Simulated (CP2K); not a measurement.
KTaO3:

```
CELL_PARAMETERS angstrom
3.98830 0.00000 0.00000
0.00000 3.98830 0.00000
0.00000 0.00000 3.98830
ATOMIC_POSITIONS crystal
Ta 0.00000 0.00000 0.00000
K 0.50000 0.50000 0.50000
O 0.00000 0.00000 0.50000
O 0.00000 0.50000 0.00000
O 0.50000 0.00000 0.00000
```

Base run:

* Program: CP2K 2026.2
* Functional: BEEF-vdW
* Potentials or basis: POTENTIAL_UZH Ta GTH-PBE-q13, K GTH-PBE-q9, O GTH-PBE-q6; DZVP-MOLOPT-PBE-GTH basis
* Density cutoff: 11565 eV
* k mesh: 7 × 7 × 7
* Occupations: fermi-dirac, width 0.05 eV
* Spin: no spin polarisation

Its results: pressure 3.6 GPa.

The run is repeated on the same cell with these changes: functional from BEEF-vdW to MS2. What comes out?

Pressure -1.6 GPa.

Caveats: the potentials were made for another functional, which shifts forces and pressure; the basis of atomic orbitals isn't converged, which shifts pressures, moduli and gaps.
